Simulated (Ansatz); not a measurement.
Crystal: Cu.

```
Cu
1.0
    -1.44279    1.44279    1.37608
     1.44279   -1.44279    1.37608
     1.44279    1.44279   -1.37608
Cu
1
Direct
  0.00000 0.00000 0.00000
```

This isn't the form of Cu at room conditions, which is fcc.

Base run:

```yaml
Program: Ansatz 0.2.0
Functional: PBEsol
Potentials_or_basis: all-electron LAPW, non-relativistic
Cutoff: 322 eV
Density_cutoff: 1288 eV
Basis_error_allowed: 0.001 eV/atom
k_mesh: 13 × 13 × 13
Occupations: fermi-dirac, width 0.05 eV
Spin: no spin polarisation
```

Its results: pressure 3.1 GPa.

Task: The run is repeated on the same cell with these changes: potentials or basis from all-electron LAPW, non-relativistic to all-electron LAPW, inner shells corrected to Dirac's equation. What comes out?

Result: Pressure -1.4 GPa.

Not every run made on this cell is shown here.
